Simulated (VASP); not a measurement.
# CdS (Hawleyite) (F-43m) in VASP: settings compared

The runs below take CdS (Hawleyite) through relaxation of cell and atoms, with LDA, r2SCAN, PBEsol.

All numbers are computed with VASP 6.6.1; they aren't measurements. Logs are shortened: lines on timing, memory, paths and dates and some standing lists are left out, and cuts for length are marked.

**1. The structure**

The structure is cubic, space group F-43m (No. 216). Conventional cell: a = 5.833 Å, b = 5.833 Å, c = 5.833 Å, α = 90.00°, β = 90.00°, γ = 90.00°. Around Cd (site symmetry -43m) lie 4 S at 2.53 Å. Around S (site symmetry -43m) lie 4 Cd at 2.53 Å.

**2. Relaxation of cell and atoms, LDA**

Input file INCAR:

```
SYSTEM = CdS
ALGO = Normal
EDIFF = 1E-6
EDIFFG = -0.01
ENCUT = 600
GGA = CA
IBRION = 2
ISIF = 3
ISMEAR = 0
LASPH = .True.
LCHARG = .False.
LREAL = .False.
LWAVE = .False.
NELM = 80
NSW = 90
PREC = Accurate
SIGMA = 0.03
```

Input file KPOINTS:

```
k-points
0
Gamma
  8 8 8
  0 0 0
```

Input file POSCAR:

```
CdS
1.0
    0.0000000000      2.9165000000      2.9165000000
    2.9165000000      0.0000000000      2.9165000000
    2.9165000000      2.9165000000      0.0000000000
Cd S
1 1
Direct
    0.0000000000      0.0000000000      0.0000000000
    0.2500000000      0.2500000000      0.2500000000
```

Potentials or basis: VASP PAW LDA potentials, release 64 (Cd, S).

Command:

```bash
> cat potpaw_LDA.64/Cd/POTCAR potpaw_LDA.64/S/POTCAR > POTCAR
> mpirun -np 1 vasp_std > vasp.out
```

OUTCAR:

```text
SYSTEM = CdS
   EDIFF = 1E-6
   EDIFFG = -0.01
   ENCUT = 600
   GGA = CA
   IBRION = 2
   ISIF = 3
   ISMEAR = 0
   LASPH = .True.
   LREAL = .False.
   NELM = 80
   NSW = 90
   PREC = Accurate

 ion  position               nearest neighbor table
   1  0.000  0.000  0.000-   2 2.53   2 2.53   2 2.53   2 2.53
   2  0.250  0.250  0.250-   1 2.53   1 2.53   1 2.53   1 2.53

  LATTYP: Found a face centered cubic cell.
 ALAT       =     5.8330000000

  Lattice vectors:

 A1 = (   0.0000000000,   2.9165000000,   2.9165000000)
 A2 = (   2.9165000000,   0.0000000000,   2.9165000000)
 A3 = (   2.9165000000,   2.9165000000,   0.0000000000)

Analysis of symmetry for initial positions (statically):
=====================================================================
 Subroutine PRICEL returns:
 Original cell was already a primitive cell.

 Routine SETGRP: Setting up the symmetry group for a
 face centered cubic supercell.

 Subroutine GETGRP returns: Found 24 space group operations
 (whereof 24 operations were pure point group operations)
 out of a pool of 48 trial point group operations.

The static configuration has the point symmetry T_d .

Analysis of symmetry for dynamics (positions and initial velocities):
=====================================================================
 Subroutine PRICEL returns:
 Original cell was already a primitive cell.

 Routine SETGRP: Setting up the symmetry group for a
 face centered cubic supercell.

 Subroutine GETGRP returns: Found 24 space group operations
 (whereof 24 operations were pure point group operations)
 out of a pool of 48 trial point group operations.

The dynamic configuration has the point symmetry T_d .

 Subroutine INISYM returns: Found 24 space group operations
 (whereof 24 operations are pure point group operations),
 and found     1 'primitive' translations

----------------------------------------------------------------------------------------

                                     Primitive cell

  volume of cell :      49.6153

  direct lattice vectors                    reciprocal lattice vectors
     0.000000000  2.916500000  2.916500000    -0.171438368  0.171438368  0.171438368
     2.916500000  0.000000000  2.916500000     0.171438368 -0.171438368  0.171438368
     2.916500000  2.916500000  0.000000000     0.171438368  0.171438368 -0.171438368

  length of vectors
     4.124553855  4.124553855  4.124553855     0.296939964  0.296939964  0.296939964

  position of ions in fractional coordinates (direct lattice)
     0.000000000  0.000000000  0.000000000
     0.250000000  0.250000000  0.250000000

  ion indices of the primitive-cell ions
[... 101 lines left out ...]
   LHFCALC =     F    Hartree Fock is set to
   AEXX    =    0.0000 exact exchange contribution
   IVDW    =     0    specifies the selected vdW correction
   LEPSILON=     F    determine dielectric tensor
   LRPA    =     F    only Hartree local field effects (RPA)
 conjugate gradient relaxation of ions
 non-spin polarized calculation
 Gauss-broadening in eV      SIGMA  =   0.03
  energy-cutoff  :      600.00
  volume of cell :       49.62
 maximum number of plane-waves:      1676
 NGX is ok and might be reduce to    36
   NGX = 17   NGY = 17   NGZ = 17

--------------------------------------- Ionic step        1  -------------------------------------------

 number of electron      17.9999999 magnetization

 Free energy of the ion-electron system (eV)
  ---------------------------------------------------
  ext. energy  EPLUGINS =         0.00000000
  ---------------------------------------------------
  free energy    TOTEN  =        -7.39767013 eV

  energy without entropy =       -7.39767013  energy(sigma->0) =       -7.39767013

------------------------ aborting loop because EDIFF is reached ----------------------------------------

  FORCE on cell =-STRESS in cart. coord.  units (eV):
  Direction    XX          YY          ZZ          XY          YZ          ZX
  --------------------------------------------------------------------------------------
  -------------------------------------------------------------------------------------
  Total       -0.6240377     -0.6240377     -0.6240377      0.0000000     -0.0000000      0.0000000
  in kB      -20.1514101    -20.1514101    -20.1514101      0.0000000     -0.0000000      0.0000000
  external PRESSURE =     -20.1514101 kB  Pullay stress =       0.0000000 kB
[... 59 lines left out ...]
--------------------------------------- Ionic step        3  -------------------------------------------

 number of electron      18.0000001 magnetization

 Free energy of the ion-electron system (eV)
  ---------------------------------------------------
  ext. energy  EPLUGINS =         0.00000000
  ---------------------------------------------------
  free energy    TOTEN  =        -7.40786557 eV

  energy without entropy =       -7.40786557  energy(sigma->0) =       -7.40786557

 E-fermi :   1.5397     XC(G=0):  -9.7328

 val. band max:        1.4148836982   @ k =   0.0000   0.0000   0.0000
 cond. band min:       2.3764394255   @ k =   0.0000   0.0000   0.0000
 fundamental gap:      0.9615557273
 Fermi energy:         1.5397356561

 k-point     1 :       0.0000    0.0000    0.0000
  band No.  band energies     occupation
      1     -11.1465      2.00000
      2      -6.4915      2.00000
      3      -6.4915      2.00000
      4      -6.4915      2.00000
      5      -5.9617      2.00000
      6      -5.9617      2.00000
      7       1.4149      2.00000
      8       1.4149      2.00000
      9       1.4149      2.00000
     10       2.3764      0.00000
     11       7.7668      0.00000
     12       7.7668      0.00000
     13       7.7668      0.00000
[... 354 lines left out ...]
  band No.  band energies     occupation
      1     -10.5998      2.00000
      2      -6.3154      2.00000
      3      -6.2703      2.00000
      4      -5.9950      2.00000
      5      -5.9330      2.00000
      6      -5.4187      2.00000
      7      -2.9895      2.00000
      8      -0.6854      2.00000
      9       0.0859      2.00000
     10       5.7009      0.00000
     11       7.0133      0.00000
     12       8.5142      0.00000
     13       9.6602      0.00000

 [... further k-points ...]

------------------------ aborting loop because EDIFF is reached ----------------------------------------

  FORCE on cell =-STRESS in cart. coord.  units (eV):
  Direction    XX          YY          ZZ          XY          YZ          ZX
  --------------------------------------------------------------------------------------
  -------------------------------------------------------------------------------------
  Total       -0.0051116     -0.0051116     -0.0051116      0.0000000      0.0000000      0.0000000
  in kB       -0.1704598     -0.1704598     -0.1704598      0.0000000      0.0000000      0.0000000
  external PRESSURE =      -0.1704598 kB  Pullay stress =       0.0000000 kB
[... 17 lines left out ...]
  FREE ENERGIE OF THE ION-ELECTRON SYSTEM (eV)
  ---------------------------------------------------
  free  energy   TOTEN  =        -7.4078655724 eV

  energy  without entropy=       -7.4078655724  energy(sigma->0) =       -7.40786557

 reached required accuracy - stopping structural energy minimisation
```

Run time: 66 s. Hardware: 1 thread of Intel Xeon Platinum 8375C at 2.90GHz (Ice Lake), shared host; peak memory 0.19 GiB.

Results:

```
Free energy                            : -7.4079 eV
Relaxed volume                         : 24.02 Å³/atom
Relaxed cell                           : a = 4.081 Å, b = 4.081 Å, c = 4.081 Å, α = 60.00°, β = 60.00°, γ = 60.00°
Space group after relaxing (to 0.05 Å) : F-43m (No. 216)
Energy gained by relaxing              : 5.1 meV/atom
Ionic steps                            : 3
Pressure after relaxing                : 0.0 GPa
Band gap on the k mesh                 : 0.96 eV, direct
```

Step by step:
```tsv
step	energy change (eV)	largest force (eV/Å)	pressure (GPa)	volume (Å³)
1	0.0000	0.0000	-2.02	49.62
2	-0.0083	0.0000	0.91	47.41
3	-0.0102	0.0000	-0.02	48.04
```

Final structure:
```
CELL_PARAMETERS angstrom
0.00000 2.88539 2.88539
2.88539 0.00000 2.88539
2.88539 2.88539 0.00000
ATOMIC_POSITIONS crystal
Cd 0.00000 0.00000 0.00000
S 0.25000 0.25000 0.25000
```

**3. Relaxation of cell and atoms, LDA**

This run uses another cell than the first one, of 24.02 Å³/atom, 0.968 times its volume.

Changes to INCAR since step 2:

```diff
@@ -2,4 +2,4 @@
 ALGO = Normal
-EDIFF = 1E-6
-EDIFFG = -0.01
+EDIFF = 1E-7
+EDIFFG = -0.005
 ENCUT = 600
```

KPOINTS is that of step 2.

Input file POSCAR:

```
CdS                                     
1.0
    0.0000000000      2.8853930028      2.8853930028
    2.8853930028     -0.0000000000      2.8853930028
    2.8853930028      2.8853930028      0.0000000000
  Cd              S             
     1     1
Direct
     0.0000000000000000    0.0000000000000000    0.0000000000000000
     0.2500000000000000    0.2500000000000000    0.2500000000000000
```

Potentials or basis: VASP PAW LDA potentials, release 64 (Cd, S).

Command:

```bash
> cat potpaw_LDA.64/Cd/POTCAR potpaw_LDA.64/S/POTCAR > POTCAR
> mpirun -np 1 vasp_std > vasp.out
```

It took 40 s on 1 thread of Intel Xeon Platinum 8375C at 2.90GHz (Ice Lake), shared host; peak memory 0.17 GiB.

The run converged. Its results:

- Free energy: -7.4073 eV
- Pressure after relaxing: 0.0 GPa
- Band gap on the k mesh: 0.96 eV, direct

Final structure:
```yaml
crystal:
  lattice:
    - [0.00000, 2.88539, 2.88539]
    - [2.88539, 0.00000, 2.88539]
    - [2.88539, 2.88539, 0.00000]
  atoms:
    - { symbol: Cd, position: [0.00000, 0.00000, 0.00000] }
    - { symbol: S, position: [0.25000, 0.25000, 0.25000] }
```

Levels at points of the mesh, in eV from the valence-band top:
```
           k point  band 6  band 7  band 8  band 9  band 10  band 11  band 12  band 13
(0.00, 0.00, 0.00)   -7.38    0.00    0.00    0.00     0.96     6.35     6.35     6.35
(0.50, 0.00, 0.00)   -6.96   -4.72   -0.82   -0.82     2.83     6.84     6.84     7.32
(0.50, 0.50, 0.00)   -6.90   -4.20   -2.04   -2.04     3.25     4.20     9.10    10.74
```

Caveat: the relaxation stopped at its first step, so nothing moved.

**4. Relaxation of cell and atoms, r2SCAN**

Input file INCAR:

```
  PREC = Accurate
  ENCUT = 600
  EDIFF = 1E-6
  ISMEAR = 0
  SIGMA = 0.03
  LREAL = F
  LASPH = T
  NELM = 80
  ALGO = Normal
  ISIF = 3
  LWAVE = F
  LCHARG = F
  METAGGA = R2SCAN
  LMIXTAU = T
  IBRION = 2
  NSW = 90
  EDIFFG = -0.01
```

Input file KPOINTS:

```
regular mesh
0
Gamma
  8 8 8
```

Input file POSCAR:

```
CdS
1.0
    0.0000000000      2.9165000000      2.9165000000
    2.9165000000      0.0000000000      2.9165000000
    2.9165000000      2.9165000000      0.0000000000
Cd S
1 1
Direct
    0.0000000000      0.0000000000      0.0000000000
    0.2500000000      0.2500000000      0.2500000000
```

Potentials or basis: VASP PAW PBE potentials, release 64 (Cd, S).

Command:

```bash
> cat potpaw_PBE.64/Cd/POTCAR potpaw_PBE.64/S/POTCAR > POTCAR
> mpirun -np 1 vasp_std > vasp.out
```

Run time: 4.1 min. Hardware: 1 thread of Intel Xeon Platinum 8259CL at 2.50GHz (Skylake/Cascade Lake), shared host; peak memory 0.24 GiB.

The run converged. Its results:

| Item | Value |
| --- | --- |
| Free energy | -29.6858 eV |
| Relaxed volume | 25.49 Å³/atom |
| Relaxed cell | a = 4.162 Å, b = 4.162 Å, c = 4.162 Å, α = 60.00°, β = 60.00°, γ = 60.00° |
| Space group after relaxing (to 0.05 Å) | F-43m (No. 216) |
| Energy gained by relaxing | 3.7 meV/atom |
| Ionic steps | 3 |
| Pressure after relaxing | 0.0 GPa |
| Band gap on the k mesh | 1.53 eV, direct |

Step by step:
| step | energy change (eV) | largest force (eV/Å) | pressure (GPa) | volume (Å³) |
| --- | --- | --- | --- | --- |
| 1 | 0.0000 | 0.0000 | 1.76 | 49.62 |
| 2 | -0.0060 | 0.0000 | -0.70 | 51.60 |
| 3 | -0.0073 | 0.0000 | 0.00 | 50.99 |

Final structure:
```
Cd S
1.0
     0.00000    2.94314    2.94314
     2.94314    0.00000    2.94314
     2.94314    2.94314    0.00000
Cd S
1 1
Direct
  0.00000 0.00000 0.00000
  0.25000 0.25000 0.25000
```

Levels at points of the mesh, in eV from the valence-band top:
```tsv
k point	band 6	band 7	band 8	band 9	band 10	band 11	band 12	band 13
(0.00, 0.00, 0.00)	-7.40	0.00	0.00	0.00	1.53	7.08	7.08	7.08
(0.50, 0.00, 0.00)	-7.04	-4.30	-0.73	-0.73	3.43	7.48	7.48	7.81
(0.50, 0.50, 0.00)	-6.97	-3.86	-1.83	-1.83	3.88	4.72	9.67	11.38
```

Caveat: the PAW data sets were made with another functional, which shifts forces and pressure a little. Zero-point motion and thermal expansion aren't in these numbers.

[end of part 1 of 2]
